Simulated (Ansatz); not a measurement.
Ansatz input file:

```yaml
crystal:
  lattice:
    - [0.0, 3.1094032515, 3.1094032515]
    - [3.1094032515, 0.0, 3.1094032515]
    - [3.1094032515, 3.1094032515, 0.0]
  atoms:
    - { symbol: Pb, position: [0.0, 0.0, 0.0] }
    - { symbol: F, position: [0.25, 0.25, 0.25] }
    - { symbol: F, position: [0.75, 0.75, 0.75] }
basis:
  ecutwfc: 420
kpoints:
  mp_grid: { grid: [8, 8, 8] }
hamiltonian:
  xc: pbe
scf:
  occupations: { method: gaussian, width: 0.02 }
output:
  forces: true
  stress: true
  eigenvalues: true
```

Command:
```bash
ansatz run input.yaml --threads 1 --pin off --max-ram 1331MiB --backend cpu --events-out ev --progress --plain --runs-dir out
```

Theory: DFT PBE, scalar-relativistic, plane waves, PAW (Ansatz).

Abridged output:

```
Pseudopotentials: kind: paw
Pseudopotential: Pb, paw, valence charge 14, recommended cutoff 420 eV (normal)
Pseudopotential: F, paw, valence charge 7, recommended cutoff 420 eV (normal)
Functional definition: PBE
Crystal: 3 atoms, lattice volume = 60.126 Å³
Basis set: ecut = 420 eV, 1211 PW (Γ), exchange–correlation on 60×60×60 points (8 copies of the dense FFT grid, shifted against one another)
Bands: 18, of which v1, the nominal top of the filled ones, is band 14 counted from 1 (13 counted from 0)
Symmetry: 48 space group operations
Space group: Fm-3m (ITA 225), of the structure as read, at distance tolerance 3.9e-5 Å
k-points: 29 of 512
Initial density: superposition of atomic densities (neutral atoms: chi_scale 0, normalization atom), corrected by the library's trained network
Initial wavefunctions: pseudopotential atomic-orbital guess
Functional: x = pbe(κ = 0.804, μ = 0.21951497), c = pbe(β = 0.06672455)
SCF iter   1: F=—  HF=-13524.595277 eV  |F-HF|=—  |Δ(HF+E_count)|=         —  Δρ=5.00e-4  dr2=5.90e-5  ethr=1.77e-3  ⟨swp⟩=6.1  Hψ=2567  notcnv=0
SCF iter   2: F=—  HF=-13524.595107 eV  |F-HF|=—  |Δ(HF+E_count)|=   1.70e-4  Δρ=2.04e-4  dr2=1.20e-5  ethr=2.11e-7  ⟨swp⟩=3.3  Hψ=1585  notcnv=0
SCF iter   3: F=—  HF=-13524.595176 eV  |F-HF|=—  |Δ(HF+E_count)|=   6.85e-5  Δρ=1.04e-4  dr2=2.80e-6  ethr=4.30e-8  ⟨swp⟩=2.0  Hψ=986  notcnv=0
SCF iter   4: F=—  HF=-13524.595195 eV  |F-HF|=—  |Δ(HF+E_count)|=   1.96e-5  Δρ=6.48e-5  dr2=1.63e-6  ethr=1.00e-8  ⟨swp⟩=2.0  Hψ=1044  notcnv=0
SCF iter   5: F=-13524.595195 eV  HF=-13524.595195 eV  |F-HF|=8.90e-8  |Δ(HF+E_count)|=   3.56e-7  Δρ=1.37e-5  dr2=9.85e-8  ethr=5.83e-9  ⟨swp⟩=2.0  Hψ=724  notcnv=0
SCF iter   6: F=-13524.595195 eV  HF=-13524.595195 eV  |F-HF|=3.86e-9  |Δ(HF+E_count)|=   1.41e-7  Δρ=2.55e-6  dr2=1.91e-9  ethr=3.52e-10  ⟨swp⟩=2.3  Hψ=1942  notcnv=0
SCF 1 converged in 6 iterations: F = -13524.595195 eV  dr2 = 1.91e-9
SCF converged after 6 iterations
Free energy (F): -13524.595195 eV
Harris-Foulkes:  -13524.595195 eV  (|F-HF|=3.86e-9)
Internal energy: -13524.595195 eV  (E = F + TS)
E sigma→0 (E₀):  -13524.595195 eV
Fermi energy:    5.238420 eV
--- Per-component energies (eV) ---
  E_band       = -165.521418
  E_kinetic    = 694.097775
  E_local      = -2409.117130  (includes V_loc(G=0)·N_el)
  E_nonlocal   = 496.585850
  E_hartree    = 923.699504
  E_xc         = -380.252596
  E_vxc        = -336.226556  (∫ρ·V_xc dr)
  E_paw        = -10801.434853  (= ΣΔE_a)
  E_vpaw       = -458.266079  (= ΣTr[D̂ρ^β])
  E_aug_tail   = 0.004156  (compensation charges beyond the density's cutoff)
  E_ewald      = -2048.177901
  E_smearing   =  0.000000  (= −TS)
--- Forces (eV/Å), atoms counted from 1 ---
  atom   1  Pb     0.00000000     0.00000000     0.00000000
  atom   2  F      0.00000000     0.00000000     0.00000000
  atom   3  F      0.00000000     0.00000000     0.00000000
--- Stress (GPa, compression-positive) ---
       -5.522583       0.000000       0.000000
        0.000000      -5.522583       0.000000
        0.000000       0.000000      -5.522583
  P = ⅓ Tr σ = -5.5226 GPa (-55.226 kbar)
--- Band table (eV; the first three rows and the last of 29) ---
  k-point 0: bands = ["-17.0566", "-16.6514", "-11.3863", "-11.3863", "-11.3863", "-11.3731", "-11.3731", "-1.6368", "1.3803", "1.3803", "1.3803", "1.8284", "1.8284", "1.8284", "9.5574", "9.5574", "9.5574", "13.2243"]
  k-point 1: bands = ["-17.0372", "-16.6688", "-11.3834", "-11.3834", "-11.3726", "-11.3726", "-11.3692", "-1.7643", "1.2806", "1.3615", "1.3615", "1.8046", "1.8046", "2.0821", "9.0971", "9.6490", "9.6490", "14.0023"]
  k-point 2: bands = ["-16.9859", "-16.7145", "-11.3827", "-11.3827", "-11.3652", "-11.3652", "-11.3289", "-2.0350", "1.1439", "1.3177", "1.3177", "1.7477", "1.7477", "2.5427", "8.4457", "9.8707", "9.8707", "15.2146"]
  k-point 28: bands = ["-16.8402", "-16.8402", "-11.3824", "-11.3670", "-11.3411", "-11.3024", "-11.3024", "-2.6352", "0.3985", "1.2485", "1.2485", "2.1321", "2.2027", "3.0212", "8.8030", "8.8030", "10.1400", "13.1421"]
```

The calculation finished and met its thresholds.

Spin–orbit coupling is left out, which can shift energies with elements as heavy as these.